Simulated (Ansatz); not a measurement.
## Two states of TiAgS$_{2}$

```
Ag Ti S
1.0
     0.00000    5.73771    0.00000
     5.73771    0.00000    0.00000
     2.86886    2.86886   -5.13293
Ag Ti S
2 2 4
Direct
  0.00000 0.00000 0.00000
  0.75000 0.25000 0.50000
  0.50000 0.50000 0.00000
  0.25000 0.75000 0.50000
  0.37500 0.42900 0.75000
  0.57100 0.12500 0.25000
  0.87500 0.82100 0.75000
  0.17900 0.62500 0.25000
```

Single point in Ansatz 0.2.0 with r2SCAN, with U = 3.46 eV and J = 0.45 eV on Ti d (all-electron-ortho-atomic projectors). Cutoff 500 eV, PAW datasets, 4×4×4 Γ-centred k mesh, fermi-dirac filling (width 0.1 eV).

State A: Ti3 up, Ti4 up (collinear spin). State B: Ti3 up, Ti4 down (collinear spin).

Problem. Compare the two self-consistent states.

Solution. State A is lower by 7.4 meV an atom at zero smearing.

```
state  free energy (meV/atom)  largest moment in a small sphere (μB)  net moment (μB/cell)  gap on mesh (eV)  pressure (GPa)  largest force (eV/Å)
    A                     0.0                                   0.77                  2.00              1.27            12.1                  2.26
    B                     7.4                                   0.65                  0.00              1.37            12.2                  2.29
```

Origin: a known structure type with other elements, at an estimated volume, so it need not be a known compound. Caveats: atoms or cell far from equilibrium.
